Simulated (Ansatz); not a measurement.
# Guessed and relaxed cells of Hg2S

The cell of Hg2S is invented: random cell by space group and Wyckoff sites (F-43m, No. 216). Its size is a rough estimate.

start:

Space group F-43m (No. 216). a = 9.128 Å, b = 9.128 Å, c = 9.128 Å, α = 90.00°, β = 90.00°, γ = 90.00°
| atom | site | symmetry | x | y | z |
| --- | --- | --- | --- | --- | --- |
| Hg | 16e | .3m | 0.1295 | 0.3705 | 0.6295 |
| S | 4b | -43m | 0.5000 | 0.0000 | 0.0000 |
| S | 4a | -43m | 0.0000 | 0.0000 | 0.0000 |

Method: Ansatz, DFT PBE, scalar-relativistic, plane waves, PAW. Cutoff 420 eV, Gaussian smearing, Γ-centred meshes. Cell and atoms relax first on a coarse mesh and then on a finer one. In between, the cell is made exact in the group found at 0.06 Å. In metals the finer mesh still leaves noise of several meV/atom or more. The steps can't lower the symmetry of their start. No spin polarisation.

end:

Space group F-43m (No. 216). a = 9.885 Å, b = 9.885 Å, c = 9.885 Å, α = 90.00°, β = 90.00°, γ = 90.00°
| atom | site | symmetry | x | y | z |
| --- | --- | --- | --- | --- | --- |
| Hg | 16e | .3m | 0.1462 | 0.1462 | 0.8538 |
| S | 4b | -43m | 0.5000 | 0.0000 | 0.0000 |
| S | 4a | -43m | 0.0000 | 0.0000 | 0.0000 |

The symmetry stays F-43m (No. 216). The volume per atom grows by 27.0 %, from 31.7 to 40.2 Å³. The shortest distance goes from 2.05 Å (Hg–S) to 2.50 Å (Hg–S). The energy falls by about 0.94 eV/atom (the start's value is from the coarse mesh). The end is written in a standard setting, so origin, axes and order of atoms can differ from the start's.

```yaml
Volume_per_atom: 40.24 Å³
Density: 5.96 g/cm³
Formation_energy: +0.56 eV/atom
Gap_on_the_8×8×8_mesh_of_the_6-atom_cell: 0 eV (a metal)
```

The zero of energy is the elements' standard structures at the same level; no fitted shifts are applied. The references include crystalline Hg. It can't be a ground state, since the elements alone are lower.

The last run used Gaussian smearing of 0.10 eV. These runs have no spin–orbit coupling, which can matter for Hg. S stands nearly free of neighbours here, and without spin polarisation the energy of such atoms comes out too high. The reference form of S is held partly by dispersion forces, which this level lacks. Symmetry constrained the relaxation, so the result can be a saddle point. In all, the 3 runs took 65 s on 1 thread of INTEL(R) XEON(R) PLATINUM 8581C CPU @ 2.30GHz (Emerald Rapids), with other jobs on the host.
